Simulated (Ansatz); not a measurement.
**A point defect in Mo**

Level of theory: DFT PBE, scalar-relativistic, plane waves, PAW (Ansatz). (420 eV cutoff, 4×4×4 k-mesh, Gaussian smearing of 0.10 eV, no spin polarisation)

Host crystal, relaxed:

```yaml
crystal:
  lattice:
    - [-1.58030, 1.58030, 1.58030]
    - [1.58030, -1.58030, 1.58030]
    - [1.58030, 1.58030, -1.58030]
  atoms:
    - { symbol: Mo, position: [0.00000, 0.00000, 0.00000] }
```

Supercell of 32 atoms, rows in host cell vectors: -2 0 2; -2 2 0; -4 -2 -2. Atoms relax at the host's cell from a start displaced at random by 0.06 Å near the defect, so other minima may exist. The cell is small, so energies carry finite-size errors of tenths of an eV. The host is a metal. Atoms are taken from and returned to the elements' standard states.

The defect is an interstitial at (0.250, 0.500, 0.750) of the host cell.

| charge | E_f at the valence band top (eV) | moment (μB) | largest move (Å) | atoms near the site |
| --- | --- | --- | --- | --- |
| 0 | 0.59 | 0.00 | 0.08 | 4 Mo at 1.84 Å, 4 Mo at 2.86 Å |

Problem. Which element is it? Judge by the nearest distance in charge 0 and covalent radii.
A. F
B. C
C. H
D. Pt
E. P

Solution. C. The nearest neighbour is Mo at 1.84 Å, and the summed covalent radii with Mo are 2.30 Å for C, 2.11 Å for F, 1.85 Å for H, 2.61 Å for P, 2.90 Å for Pt, so H fits best. Bonds can miss such sums by a tenth of an ångström or more.